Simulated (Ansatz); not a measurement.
# CdSe (rocksalt type): how the settings move a single-point run

How sensitive is a single-point run of CdSe (rocksalt type) to its settings? A reference run comes first, then one run with altered input.

Computed with Ansatz 0.2.0 (reference: DFT, r2SCAN, all-electron PAW with datasets made for the crystal, scalar-relativistic, unless a step's input says otherwise).

### Step 1. The system as given

The structure is cubic, space group Fm-3m (No. 225). The conventional cell has a = 4.658 Å, b = 4.658 Å, c = 4.658 Å, α = 90.00°, β = 90.00°, γ = 90.00°. Around Cd (site symmetry m-3m) lie 6 Se at 2.33 Å. Se (site symmetry m-3m) is surrounded by 6 Cd at 2.33 Å.

Structure file:

```
Cd Se
1.0
     0.00000    2.32912    2.32912
     2.32912    0.00000    2.32912
     2.32912    2.32912    0.00000
Cd Se
1 1
Direct
  0.00000 0.00000 0.00000
  0.50000 0.50000 0.50000
```

### Step 2. The reference run

File input.yaml:

```yaml
crystal:
  lattice:
    - [0.0, 2.3291214995, 2.3291214995]
    - [2.3291214995, 0.0, 2.3291214995]
    - [2.3291214995, 2.3291214995, 0.0]
  atoms:
    - { symbol: Cd, position: [0.0, 0.0, 0.0] }
    - { symbol: Se, position: [0.5, 0.5, 0.5] }
kpoints:
  mp_grid: { grid: [12, 12, 12] }
scf:
  occupations: { method: fermi_dirac, width: 0.05 }
hamiltonian:
  xc: r2scan
  pseudopotentials: { kind: all_electron, datasets: crystal }
output:
  forces: true
  stress: true
  eigenvalues: true
```

Run with:

```sh
ansatz run input.yaml --threads 1 --pin off --max-ram 2048MiB --backend cpu --events-out ev --progress --plain --runs-dir out
```

Excerpt of the output:

```text
[...]
Basis set: ecut = 420 eV, 531 PW (Γ), exchange–correlation on 90×90×90 points (27 copies of the dense FFT grid, shifted against one another)
[...]
k-points: 72 of 1728
[...]
SCF iter   1: F=—  HF=-218389.436362 eV  |F-HF|=—  |Δ(HF+E_count)|=         —  Δρ=6.31e-2  dr2=1.35e0  dr2_τ=9.65e-2  ethr=3.83e-3  ⟨swp⟩=3.5  Hψ=8245  notcnv=0
preconditioner: auto → none  [insulator: Δε(μ)=0.171 eV  Ē_g=16.580 eV  σ=0.050 eV  W_gap=0.67  n_scr=14 (ndim 8)  ℏωp=31.3 eV  f_vac=0.000  D(μ)=0.18/eV (n_scr^D=0)  ε∞_Penn≈4.6]
[...]
SCF iter   2: F=—  HF=-218389.202243 eV  |F-HF|=—  |Δ(HF+E_count)|=   2.34e-1  Δρ=3.07e-2  dr2=1.22e-1  dr2_τ=1.50e-2  ethr=3.39e-4  ⟨swp⟩=2.7  Hψ=7175  notcnv=0  defer=7
[...]
SCF iter  11: F=—  HF=-218389.207160 eV  |F-HF|=—  |Δ(HF+E_count)|=   1.03e-8  Δρ=5.20e-6  dr2=1.01e-9  dr2_τ=2.57e-9  ethr=6.22e-12  ⟨swp⟩=3.0  Hψ=3966  notcnv=0
SCF iter  12: F=-218389.207160 eV  HF=-218389.207160 eV  |F-HF|=1.16e-10  |Δ(HF+E_count)|=   3.87e-9  Δρ=1.02e-6  dr2=1.72e-10  dr2_τ=6.07e-11  ethr=2.80e-12  ⟨swp⟩=3.0  Hψ=3846  notcnv=0
[...]
SCF converged after 12 iterations
Free energy (F): -218389.207161 eV
[...]
E sigma→0 (E₀):  -218389.205710 eV
[...]
Fermi energy:    26.545111 eV
[...]
  P = ⅓ Tr σ = 167.7960 GPa (1677.960 kbar)
[...]
```

Wall time 23 s (1 thread of Arm Neoverse V2, shared host); peak memory 0.67 GiB.

### Step 3. Changed: dispersion d3bjatm

input.yaml, as its differences from that of step 2:

```diff
@@ -15,2 +15,3 @@
   pseudopotentials: { kind: all_electron, datasets: crystal }
+  dispersion: d3bjatm
 output:
```

Run with:

```sh
ansatz run input.yaml --threads 1 --pin off --max-ram 2048MiB --backend cpu --events-out ev --progress --plain --runs-dir out
```

Log, cut to the lines that bear on the results:

```text
[...]
Pseudopotentials: kind: all_electron
Pseudopotential: Cd, paw, valence charge 20, recommended cutoff 420 eV (normal), Koelling and Harmon's equation, gaussian nucleus
Pseudopotential: Se, paw, valence charge 16, recommended cutoff 420 eV (normal), Koelling and Harmon's equation, gaussian nucleus
Functional definition: r2SCAN
[...]
Crystal: 2 atoms, lattice volume = 25.270 Å³
Basis set: ecut = 420 eV, 531 PW (Γ), exchange–correlation on 90×90×90 points (27 copies of the dense FFT grid, shifted against one another)
Bands: 22, of which v1, the nominal top of the filled ones, is band 18 counted from 1 (17 counted from 0)
Symmetry: 48 space group operations
Space group: Fm-3m (ITA 225), of the structure as read, at distance tolerance 2.9e-5 Å
k-points: 72 of 1728
[...]
SCF iter   1: F=—  HF=-218389.951490 eV  |F-HF|=—  |Δ(HF+E_count)|=         —  Δρ=6.31e-2  dr2=1.35e0  dr2_τ=9.65e-2  ethr=3.83e-3  ⟨swp⟩=3.5  Hψ=8245  notcnv=0
[...]
SCF iter  12: F=-218389.722287 eV  HF=-218389.722287 eV  |F-HF|=1.46e-10  |Δ(HF+E_count)|=   3.90e-9  Δρ=1.02e-6  dr2=1.72e-10  dr2_τ=6.07e-11  ethr=2.80e-12  ⟨swp⟩=3.0  Hψ=3846  notcnv=0
[...]
SCF converged after 12 iterations
Free energy (F): -218389.722289 eV
[...]
E sigma→0 (E₀):  -218389.720838 eV
Entropy (-TS):   -0.002901 eV (-1.451 meV/atom)
Past the cutoff: the bands carry plane waves up to 2.50 times it, of which those up to 1.5 times it add -0.000565 eV an atom, each by itself; the spheres take 0.000730 eV an atom off the energy for waves past 2.50 times it
Past the cutoffs: a stress includes 0.0147 GPa for waves and charges beyond them, in addition to the slope of what the spheres take
In the spheres:  the bands' charges fall short by 1.6e-6 e at most (sound up to 1e-3)
Fermi energy:    26.545111 eV
[...]
  The terms above E_closure are by the made datasets' own strengths, without shells solved beside the bands.
--- Forces (eV/Å), atoms counted from 1 ---
  atom   1  Cd    -0.00000000     0.00000000    -0.00000000
  atom   2  Se     0.00000000    -0.00000000    -0.00000000
[...]
--- Stress (GPa, compression-positive) ---
      165.572985       0.000000       0.000000
        0.000000     165.572985       0.000000
        0.000000       0.000000     165.572985
  P = ⅓ Tr σ = 165.5730 GPa (1655.730 kbar)
--- Band table (eV; the first three rows and the last of 72) ---
  k-point 0: bands = ["-81.0377", "-41.2430", "-41.2430", "-41.2430", "-23.4057", "-23.4057", "-23.3745", "-23.3745", "-23.3745", "6.3239", "14.7439", "14.7439", "14.7439", "14.7674", "14.7674", "23.8094", "23.8094", "23.8094", "31.3867", "34.9786"]
[...]
```

Run time: 26 s. Hardware: 1 thread of Arm Neoverse V2, shared host; peak memory 0.67 GiB.

The energy moves by -257.6 meV/atom, nearly all of it the dispersion term itself (-257.6 meV/atom); that offset belongs to the model and is no gain or loss of stability; the pressure goes from 167.8 to 165.6 GPa.

### Step 4. All runs together

```tsv
run	ending	energy change	pressure (GPa)	gap (eV)	force (eV/Å)	cycles	time
reference	converged	0	167.8	0.00	0.00	12	23 s
1: dispersion d3bjatm	converged	-257.6 meV/atom (offset of the dispersion model)	165.6	0.00	0.00	12	26 s
```

Residual by cycle in the longest SCF loop of each run; runs are numbered as in the table. The quantity is the density residual dr2, in eV.

```tsv
cycle	reference	run 1
1	1.35	1.35
2	0.122	0.122
3	0.0471	0.0471
4	0.00209	0.00209
5	2.8e-4	2.8e-4
6	1.6e-5	1.6e-5
7	2.9e-6	2.9e-6
8	5.4e-7	5.4e-7
9	1.2e-8	1.2e-8
10	2.2e-9	2.2e-9
11	1.0e-9	1.0e-9
12	1.7e-10	1.7e-10
```

What this shows: The energy moves by -257.6 meV/atom, nearly all of it the dispersion term itself (-257.6 meV/atom); that offset belongs to the model and is no gain or loss of stability; the pressure goes from 167.8 to 165.6 GPa. Semilocal functionals close small gaps, so the missing gap need not be the real solid's. The structure is not at rest: the sound run finds 168 GPa, so these are no properties of the relaxed crystal. 
